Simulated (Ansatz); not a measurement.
# CdSe: further runs on a relaxed guess

The task, for CdSe: locate the band edges and the effective masses.

Computed with Ansatz 0.2.0 (DFT PBE, scalar-relativistic, plane waves, PAW, unless a step's input says otherwise).

1 further run of the same task is left out (it didn't finish).

## (1) The starting structure

The structure is orthorhombic, space group Pnma (No. 62). Conventional cell: a = 8.165 Å, b = 4.507 Å, c = 7.479 Å, α = 90.00°, β = 90.00°, γ = 90.00°. Cd (site symmetry m) has 4 Se at 2.63 to 2.75 Å as nearest neighbours. Se (site symmetry m) has 4 Cd at 2.63 to 2.75 Å as nearest neighbours.

Structure file:

```
CELL_PARAMETERS angstrom
8.16470 0.00000 0.00000
0.00000 4.50702 0.00000
0.00000 0.00000 7.47911
ATOMIC_POSITIONS crystal
Cd 0.84076 0.75000 0.39901
Cd 0.65924 0.25000 0.89901
Cd 0.34076 0.75000 0.10099
Cd 0.15924 0.25000 0.60099
Se 0.82232 0.25000 0.59595
Se 0.67768 0.75000 0.09595
Se 0.32232 0.25000 0.90405
Se 0.17768 0.75000 0.40405
```

The cell was relaxed beforehand at this level, from a generated guess; it needn't be the stable form of this composition. At a tolerance of 0.02 Å it has space group Pnma (No. 62); it has 34.40 Å³/atom, an uncorrected energy of -0.56 eV/atom over the elements and, on its mesh, gap 0.75 eV.

## (2) Seeking the band edges over the whole zone

input.yaml reads:

```yaml
crystal:
  lattice:
    - [8.1647017638, 0.0, 0.0]
    - [0.0, 4.5070219308, 0.0]
    - [0.0, 0.0, 7.4791061777]
  atoms:
    - { symbol: Cd, position: [0.840757271, 0.75, 0.3990124593] }
    - { symbol: Cd, position: [0.659242729, 0.25, 0.8990124593] }
    - { symbol: Cd, position: [0.340757271, 0.75, 0.1009875407] }
    - { symbol: Cd, position: [0.159242729, 0.25, 0.6009875407] }
    - { symbol: Se, position: [0.822316478, 0.25, 0.5959509871] }
    - { symbol: Se, position: [0.677683522, 0.75, 0.0959509871] }
    - { symbol: Se, position: [0.322316478, 0.25, 0.9040490129] }
    - { symbol: Se, position: [0.177683522, 0.75, 0.4040490129] }
basis:
  ecutwfc: 420
kpoints:
  mp_grid: { grid: [4, 6, 4] }
  band_path: { path: [VBM, CBM], npoints: 2 }
hamiltonian:
  xc: pbe
scf:
  occupations: { method: gaussian, width: 0.02 }
output:
  forces: false
  stress: false
  eigenvalues: true
checkpoint:
  read: start.run
  write: ck
  compress: false
  write_wavefunctions: false
  write_every: 100000
```

Launch:

```console
$ ansatz run input.yaml --threads 1 --pin off --max-ram 2560MiB --backend cpu --events-out ev --progress --plain --runs-dir out
```

## (3) Eigenvalues a small step from each edge

input.yaml, as its differences from that of step 2:

```diff
@@ -18,3 +18,2 @@
   mp_grid: { grid: [4, 6, 4] }
-  band_path: { path: [VBM, CBM], npoints: 2 }
 hamiltonian:
@@ -27,2 +26,35 @@
   eigenvalues: true
+  eigenstates:
+    kpoints:
+      - [0.0, 0.0, 0.0]
+      - [0.025989053, 0.0, 0.0]
+      - [-0.025989053, 0.0, 0.0]
+      - [0.0, 0.014346296, 0.0]
+      - [0.0, -0.014346296, 0.0]
+      - [0.0, 0.0, 0.023806734]
+      - [0.0, 0.0, -0.023806734]
+      - [0.018377036, 0.010144363, 0.0]
+      - [-0.018377036, -0.010144363, 0.0]
+      - [0.018377036, 0.0, 0.016833903]
+      - [-0.018377036, 0.0, -0.016833903]
+      - [0.0, 0.010144363, 0.016833903]
+      - [0.0, -0.010144363, -0.016833903]
+      - [0.015004787, 0.008282838, 0.013744824]
+      - [-0.015004787, -0.008282838, -0.013744824]
+      - [0.0, 0.0, 0.0]
+      - [0.025989053, 0.0, 0.0]
+      - [-0.025989053, 0.0, 0.0]
+      - [0.0, 0.014346296, 0.0]
+      - [0.0, -0.014346296, 0.0]
+      - [0.0, 0.0, 0.023806734]
+      - [0.0, 0.0, -0.023806734]
+      - [0.018377036, 0.010144363, 0.0]
+      - [-0.018377036, -0.010144363, 0.0]
+      - [0.018377036, 0.0, 0.016833903]
+      - [-0.018377036, 0.0, -0.016833903]
+      - [0.0, 0.010144363, 0.016833903]
+      - [0.0, -0.010144363, -0.016833903]
+      - [0.015004787, 0.008282838, 0.013744824]
+      - [-0.015004787, -0.008282838, -0.013744824]
+    e_range: [-2.24715, 2.24715]
 checkpoint:
```

Q: Predict the outcome of this session. Wanted: gap over the zone; valence top, conduction bottom; hole masses; electron masses.

The runs gave:

```
                                     quantity                                         value
                            gap over the zone                               0.75 eV, direct
valence top, conduction bottom (fractional k)  (0.000, 0.000, 0.000), (0.000, 0.000, 0.000)
                                  hole masses  0.09 to 2.93 m0 along the directions sampled
                              electron masses  0.09 to 0.15 m0 along the directions sampled
```

Electron masses come out at 0.09 to 0.15 and hole masses at 0.09 to 2.93 m0. These cover the sampled directions only.
